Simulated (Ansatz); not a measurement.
# TiO2 at a changed volume — electric field gradients

The cell is a COD entry, relaxed with PBE at fixed cell and then changed (volume scaled by 1.06, ions relaxed).

```yaml
crystal:
  lattice:
    - [4.68410, 0.00000, 0.00000]
    - [0.00000, 4.68410, 0.00000]
    - [0.00000, 0.00000, 3.01703]
  atoms:
    - { symbol: Ti, position: [0.00000, 0.00000, 0.00000] }
    - { symbol: Ti, position: [0.50000, 0.50000, 0.50000] }
    - { symbol: O, position: [0.30663, 0.30663, 0.00000] }
    - { symbol: O, position: [0.19337, 0.80663, 0.50000] }
    - { symbol: O, position: [0.69337, 0.69337, 0.00000] }
    - { symbol: O, position: [0.80663, 0.19337, 0.50000] }
```

Sites (sets of like atoms) are named by element and the number of their first atom in this list.

Method: Kohn–Sham DFT in Ansatz, PBE, plane waves and PAW, scalar-relativistic, 420 eV cutoff, Γ-centred 7×7×10 k-points, Fermi–Dirac smearing 0.02 eV.

Conventions: |V_zz| ≥ |V_yy| ≥ |V_xx|, η = (V_xx − V_yy)/V_zz, C_Q = eQV_zz/h. Directions are in the Cartesian axes of the cell vectors above, for the atom listed; none is given where the gradient is under 0.02 or η is above 0.95.

Q: Which values are expected at the nuclei?

A: 

```json
{"site": "Ti", "first atom": "1", "first shell": "6 O at 1.98–2.03 Å", "V_zz (10²¹ V/m²)": "-2.68", "η": "0.56", "direction of V_zz (x, y, z)": "0.00 0.00 1.00"}
{"site": "O", "first atom": "3", "first shell": "3 Ti at 1.98–2.03 Å", "V_zz (10²¹ V/m²)": "2.57", "η": "0.94", "direction of V_zz (x, y, z)": "0.71 0.71 0.00"}
```

At this changed cell the PBE pressure is -7 GPa. Where η is near 1 the sign of V_zz means little.
